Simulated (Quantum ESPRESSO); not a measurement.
A calculation with Quantum ESPRESSO 7.5 of Ca (ASE script, structure from a P1 CIF):

Contents of run.py:

```python
import numpy as np
from ase.calculators.espresso import Espresso, EspressoProfile
from ase.io import read

atoms = read('Ca.cif')

input_data = {
    'control': {'calculation': 'scf', 'prefix': 'pwscf', 'outdir': './tmp', 'tprnfor': True, 'tstress': True, 'disk_io': 'nowf'},
    'system': {'ecutwfc': 55.0, 'ecutrho': 440.0, 'nbnd': 16, 'occupations': 'smearing', 'smearing': 'fd', 'degauss': 0.00367493},
    'electrons': {'conv_thr': 4e-10, 'electron_maxstep': 120, 'mixing_beta': 0.5},
}
pseudopotentials = {'Ca': 'Ca_pbe_v1.uspp.F.UPF'}
profile = EspressoProfile(command='pw.x', pseudo_dir='pseudo')
dft = Espresso(profile=profile, input_data=input_data, pseudopotentials=pseudopotentials, kpts=(7, 7, 5), koffset=(0, 0, 0))
atoms.calc = dft

print(f'energy {atoms.get_potential_energy():.8f} eV')
print('forces (eV/A)')
print(np.round(atoms.get_forces(), 6))
print('stress (eV/A^3, Voigt)')
print(np.round(atoms.get_stress(), 8))
print(f'Fermi level {dft.get_fermi_level():.4f} eV')
```

Contents of Ca.cif:

```cif
data_Ca
_cell_length_a 3.83906845
_cell_length_b 3.93873851
_cell_length_c 5.82703266
_cell_angle_alpha 91.11250552
_cell_angle_beta 92.88514549
_cell_angle_gamma 78.06627222
_space_group_name_H-M_alt 'P1'
_space_group_name_Hall 'P 1'
_space_group_IT_number 1
loop_
_space_group_symop_operation_xyz
'x,y,z'
loop_
_atom_site_label
_atom_site_type_symbol
_atom_site_symmetry_multiplicity
_atom_site_Wyckoff_symbol
_atom_site_fract_x
_atom_site_fract_y
_atom_site_fract_z
_atom_site_occupancy
Ca1 Ca 1 a 0.4978072700 0.4964725600 0.9999626300 1
Ca2 Ca 1 a 0.0021927300 0.0035274400 0.5000373700 1
```

Potentials or basis: SSSP 1.3 efficiency PBE.

Launch:

```bash
$ OMP_NUM_THREADS=1 python run.py
```

This isn't the form of Ca at room conditions, which is fcc.

**Question.** Write the same calculation in another form: native input, structure typed inline.

**Answer.** As run:

Contents of pw.in:

```
&CONTROL
  calculation = 'scf'
  prefix = 'pwscf'
  outdir = './tmp'
  pseudo_dir = './pseudo'
  tprnfor = .true.
  tstress = .true.
  disk_io = 'nowf'
/
&SYSTEM
  ibrav = 0
  nat = 2
  ntyp = 1
  ecutwfc = 55
  ecutrho = 440
  nbnd = 16
  occupations = 'smearing'
  smearing = 'fd'
  degauss = 0.00367493
/
&ELECTRONS
  conv_thr = 4d-10
  electron_maxstep = 120
  mixing_beta = 0.5
/
ATOMIC_SPECIES
Ca    40.0780 Ca_pbe_v1.uspp.F.UPF
CELL_PARAMETERS angstrom
  -2.1801069400    2.0446506900   -2.4093534100
  -2.1849107000    2.1321799200    2.4887014800
   4.2128608900    4.0250535300    0.0711112000
ATOMIC_POSITIONS crystal
Ca     0.4978072700    0.4964725600    0.9999626300
Ca     0.0021927300    0.0035274400    0.5000373700
K_POINTS automatic
7 7 5 0 0 0
```

Potentials or basis: SSSP 1.3 efficiency PBE.

Command:

```console
$ OMP_NUM_THREADS=1 pw.x -in pw.in > pw.out
```

Both were run:

|  | ASE script, structure from a P1 CIF | native input, structure typed inline |
| --- | --- | --- |
| Pressure | -0.4 GPa | -0.4 GPa |
| Largest force | 0.020 eV/Å | 0.020 eV/Å |
| Band gap on the k mesh | none (metal or under the smearing width) | none (metal or under the smearing width) |

Keys that steer only the numerical path or the files written may differ.
